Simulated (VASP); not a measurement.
# K in VASP: settings compared, part 3 of 3

VASP 6.6.1. The steps go on from the part before.

## Step 5: Relaxation of the atoms, PBE+D4

INCAR reads:

```
SYSTEM = K
  PREC = Accurate
  ENCUT = 520
  EDIFF = 1E-6
  ISMEAR = -1
  SIGMA = 0.05
  LREAL = .FALSE.
  LASPH = .TRUE.
  NELM = 100
  ALGO = Normal
  ISIF = 2
  LWAVE = .FALSE.
  LCHARG = .FALSE.
  LDIPOL = .TRUE.
  IDIPOL = 3
  DIPOL = 0.5 0.5 0.500
  GGA = PE
  IVDW = 13
  IBRION = 2
  NSW = 60
  EDIFFG = -0.01
```

KPOINTS reads:

```
regular mesh
0
G
  5 5 1
  0 0 0
```

POSCAR reads:

```
K
1.0
    4.7864284507      0.0000000000      0.0000000000
   -2.3932142254      4.1451686318      0.0000000000
    0.0000000000      0.0000000000     30.5168343227
K
5
Selective dynamics
Direct
    0.0000000000      0.0000000000      0.2457659900  F F F
    0.6666666667      0.3333333333      0.3728519591  F F F
    0.3333333333      0.6666666667      0.4999379282  T T T
    0.6666666667      0.3333333333      0.6271480409  T T T
    0.3333333333      0.6666666667      0.7542340100  T T T
```

Potentials or basis: VASP PAW PBE potentials, release 64 (K_sv).

Launch:

```bash
$ cat potpaw_PBE.64/K_sv/POTCAR > POTCAR
$ mpirun -np 1 vasp_std > vasp.out
```

OUTCAR:

```text
SYSTEM = K
   PREC = Accurate
   ENCUT = 520
   EDIFF = 1E-6
   ISMEAR = -1
   LREAL = .FALSE.
   LASPH = .TRUE.
   NELM = 100
   ISIF = 2
   GGA = PE
   IVDW = 13
   IBRION = 2
   NSW = 60
   EDIFFG = -0.01

 ion  position               nearest neighbor table
   1  0.000  0.000  0.246-
   2  0.667  0.333  0.373-
   3  0.333  0.667  0.500-
   4  0.667  0.333  0.627-
   5  0.333  0.667  0.754-

  LATTYP: Found a hexagonal cell.
 ALAT       =     4.7864284507
 C/A-ratio  =     6.3757005118

  Lattice vectors:

 A1 = (   4.7864284507,   0.0000000000,   0.0000000000)
 A2 = (  -2.3932142254,   4.1451686318,   0.0000000000)
 A3 = (   0.0000000000,   0.0000000000,  30.5168343227)

Analysis of symmetry for initial positions (statically):
=====================================================================
 Subroutine PRICEL returns:
 Original cell was already a primitive cell.

 Routine SETGRP: Setting up the symmetry group for a
 hexagonal supercell.

 Subroutine GETGRP returns: Found  6 space group operations
 (whereof  6 operations were pure point group operations)
 out of a pool of 24 trial point group operations.

The static configuration has the point symmetry C_3v.

Analysis of symmetry for dynamics (positions and initial velocities):
=====================================================================
 Subroutine PRICEL returns:
 Original cell was already a primitive cell.

 Routine SETGRP: Setting up the symmetry group for a
 hexagonal supercell.

 Subroutine GETGRP returns: Found  6 space group operations
 (whereof  6 operations were pure point group operations)
 out of a pool of 24 trial point group operations.

The dynamic configuration has the point symmetry C_3v.

Analysis of constrained symmetry for selective dynamics:
=====================================================================
 Subroutine PRICEL returns:
 Original cell was already a primitive cell.

 Routine SETGRP: Setting up the symmetry group for a
 hexagonal supercell.

 Subroutine GETGRP returns: Found  6 space group operations
 (whereof  6 operations were pure point group operations)
 out of a pool of 24 trial point group operations.

The constrained configuration has the point symmetry C_3v.

 Subroutine INISYM returns: Found  6 space group operations
 (whereof  6 operations are pure point group operations),
 and found     1 'primitive' translations

----------------------------------------------------------------------------------------

                                     Primitive cell

  volume of cell :     605.4709

  direct lattice vectors                    reciprocal lattice vectors
     4.786428451  0.000000000  0.000000000     0.208924046  0.120622354  0.000000000
    -2.393214225  4.145168632  0.000000000     0.000000000  0.241244709  0.000000000
     0.000000000  0.000000000 30.516834323     0.000000000  0.000000000  0.032768799

  length of vectors
     4.786428451  4.786428451 30.516834323     0.241244709  0.241244709  0.032768799

  position of ions in fractional coordinates (direct lattice)
     0.000000000  0.000000000  0.245765990
[... 56 lines left out ...]
   ISTART =      0    job   : 0-new  1-cont  2-samecut
   ICHARG =      2    charge: 1-file 2-atom 10-const
   ISPIN  =      1    spin polarized calculation?
   LNONCOLLINEAR =      F non collinear calculations
   LSORBIT =      F    spin-orbit coupling
   LASPH  =      T    aspherical Exc in radial PAW
   ENCUT  =  520.0 eV  38.22 Ry    6.18 a.u.   8.90  8.90 56.74*2*pi/ulx,y,z
   NELM   =    100;   NELMIN=  2; NELMDL= -5     # of ELM steps
   EDIFF  = 0.1E-05   stopping-criterion for ELM
   LREAL  =      F    real-space projection
   EDIFFG = -.1E-01   stopping-criterion for IOM
   NSW    =     60    number of steps for IOM
   IBRION =      2    ionic relax: 0-MD 1-quasi-New 2-CG
   NFREE  =      1    steps in history (QN), initial steepest desc. (CG)
   ISIF   =      2    stress and relaxation
   ISYM   =      2    0-nonsym 1-usesym 2-fastsym
   POTIM  = 0.5000    time-step for ionic-motion
   TEBEG  =    0.0;   TEEND  =   0.0 temperature during run
   PSTRESS=    0.0 pullay stress
   NELECT =      45.0000    total number of electrons
   NUPDOWN=      -1.0000    fix difference up-down
   EMIN   =  10.00;   EMAX   =-10.00  energy-range for DOS
   EFERMI =   0.00;   METHOD = LEGACY
   ISMEAR =    -1;   SIGMA  =   0.05  broadening in eV -4-tet -1-fermi 0-gaus
   EFERMI_NEDOS =   21; number of points for ismear=-14 and -15
   IALGO  =     38    algorithm
   IMIX   =      4    mixing-type and parameters
     AMIX     =   0.40;   BMIX     =  1.00
     AMIX_MAG =   1.60;   BMIX_MAG =  1.00
  volume/ion in A,a.u.               =     121.09       817.18
  Fermi-wavevector in a.u.,A,eV,Ry     =   0.688306  1.300709  6.445957  0.473764
  Thomas-Fermi vector in A             =   1.769068
   LORBIT       =      0    0 simple, 1 ext, 2 COOP (PROOUT), +10 PAW based schemes
   GGA     = PE    functional components
   LHFCALC =     F    Hartree Fock is set to
   AEXX    =    0.0000 exact exchange contribution
   IVDW    =    13    specifies the selected vdW correction
   LEPSILON=     F    determine dielectric tensor
   LRPA    =     F    only Hartree local field effects (RPA)
 conjugate gradient relaxation of ions
 non-spin polarized calculation
  energy-cutoff  :      520.00
  volume of cell :      605.47
 maximum number of plane-waves:     16357
 NGX is ok and might be reduce to    36
   NGX = 17   NGY = 17   NGZ =113

--------------------------------------- Ionic step        1  -------------------------------------------

 number of electron      45.0000007 magnetization

 Free energy of the ion-electron system (eV)
  ---------------------------------------------------
  ext. energy  EPLUGINS =         0.00000000
  ---------------------------------------------------
  free energy    TOTEN  =        -5.05607252 eV

  energy without entropy =       -5.02714248  energy(sigma->0) =       -5.04160750

------------------------ aborting loop because EDIFF is reached ----------------------------------------

  DFT-D4 for vdW energy calculation

  Edisp (eV):   -0.28512
[... 114 lines left out ...]
  FREE ENERGIE OF THE ION-ELECTRON SYSTEM (eV)
  ---------------------------------------------------
  free  energy   TOTEN  =        -5.3419615314 eV

  energy  without entropy=       -5.3131564691  energy(sigma->0) =       -5.32755900

[... ionic steps 4 to 10 ...]

--------------------------------------- Ionic step       11  -------------------------------------------

 number of electron      45.0000007 magnetization

------------------------ aborting loop because EDIFF is reached ----------------------------------------
[... 75 lines left out ...]
  FREE ENERGIE OF THE ION-ELECTRON SYSTEM (eV)
  ---------------------------------------------------
  free  energy   TOTEN  =        -5.3498313837 eV

  energy  without entropy=       -5.3234527519  energy(sigma->0) =       -5.33664207

 dipolmoment           0.000000      0.000000      0.046591 electrons x Angstroem

--------------------------------------- Ionic step       13  -------------------------------------------

 number of electron      45.0000007 magnetization

 dipolmoment           0.000000      0.000000     -0.002339 electrons x Angstroem

 Free energy of the ion-electron system (eV)
  ---------------------------------------------------
  ext. energy  EPLUGINS =         0.00000000
  ---------------------------------------------------
  free energy    TOTEN  =        -5.05855503 eV

  energy without entropy =       -5.03291780  energy(sigma->0) =       -5.04573642

 E-fermi :  -0.8815     XC(G=0):  -3.8904

 val. band max:       -0.8822415131   @ k =   0.4000   0.0000   0.0000
 cond. band min:      -0.7397860701   @ k =   0.2000   0.0000   0.0000
 fundamental gap:      0.1424554429
 Fermi energy:        -0.8814763030

 k-point     1 :       0.0000    0.0000    0.0000
  band No.  band energies     occupation
      1     -33.2199      2.00000
      2     -33.2181      2.00000
      3     -33.1126      2.00000
      4     -33.1083      2.00000
      5     -33.1029      2.00000
      6     -16.7250      2.00000
[... 139 lines left out ...]
     26       0.0942      0.00000
     27       0.4098      0.00000

------------------------ aborting loop because EDIFF is reached ----------------------------------------

 vacuum level on the upper side and lower side of the slab       (xc-potential included)        -0.202        -0.247

  DFT-D4 for vdW energy calculation

  Edisp (eV):   -0.29241

  FORCE on cell =-STRESS in cart. coord.  units (eV):
  Direction    XX          YY          ZZ          XY          YZ          ZX
  --------------------------------------------------------------------------------------
  -------------------------------------------------------------------------------------
  Total      -0.70454    -0.70454    -0.24045     0.00000     0.00000    -0.00000
  in kB      -1.86434    -1.86434    -0.63628     0.00000     0.00000    -0.00000
  external pressure =       -1.45 kB  Pullay stress =        0.00 kB
[... 20 lines left out ...]
  FREE ENERGIE OF THE ION-ELECTRON SYSTEM (eV)
  ---------------------------------------------------
  free  energy   TOTEN  =        -5.3509671024 eV

  energy  without entropy=       -5.3253298692  energy(sigma->0) =       -5.33814849

 reached required accuracy - stopping structural energy minimisation

 vacuum level on the upper side and lower side of the slab         1.198         1.160
```

It took 12 min on 1 thread of Intel Xeon Platinum 8488C (Sapphire Rapids), shared host; peak memory 0.69 GiB.

What came out:

```yaml
Free_energy: -5.3510 eV
Energy_gained_by_relaxing: 2.0 meV/atom
Ionic_steps: 13
Band_gap_on_the_k_mesh: none (metal or under the smearing width)
Dispersion_energy_per_atom: -0.058 eV
```

The path:
```csv
step,energy change (eV),largest force (eV/Å),pressure (GPa)
1,0.0000,0.0573,-0.20
2,-0.0002,0.0574,-0.20
3,-0.0008,0.0571,-0.20
4,-0.0018,0.0568,-0.19
5,-0.0034,0.0570,-0.19
6,-0.0045,0.0566,-0.18
7,-0.0045,0.0565,-0.18
8,-0.0049,0.0563,-0.18
9,-0.0058,0.0570,-0.18
10,-0.0065,0.0580,-0.17
11,-0.0071,0.0571,-0.17
12,-0.0086,0.0568,-0.16
13,-0.0098,0.0574,-0.15
```

Final structure:
```yaml
crystal:
  lattice:
    - [4.78643, 0.00000, 0.00000]
    - [-2.39321, 4.14517, 0.00000]
    - [0.00000, 0.00000, 30.51683]
  atoms:
    - { symbol: K, position: [0.00000, 0.00000, 0.24577] }
    - { symbol: K, position: [0.66667, 0.33333, 0.37285] }
    - { symbol: K, position: [0.33333, 0.66667, 0.49591] }
    - { symbol: K, position: [0.66667, 0.33333, 0.61961] }
    - { symbol: K, position: [0.33333, 0.66667, 0.73966] }
```

## Step 6: Summary

| level | gap on the mesh (eV) |
| --- | --- |
| PBE+D2 | none |
| PBE+D3 | none |
| PBE+D3(BJ) | none |
| PBE+D4 | none |

Alike in all rows: task relaxation of the atoms; potentials or basis VASP PAW PBE potentials, release 64 (K_sv); no spin polarisation; cell atoms relaxed; k mesh 5 × 5 × 1; cutoff (eV) 520; smearing fermi-dirac 0.05 eV.

Caveats: atom-pairwise D2, TS and ULG terms overbind metals (some runs).

Total energies depend on the potentials used, so only differences within one code and one set of settings carry meaning.
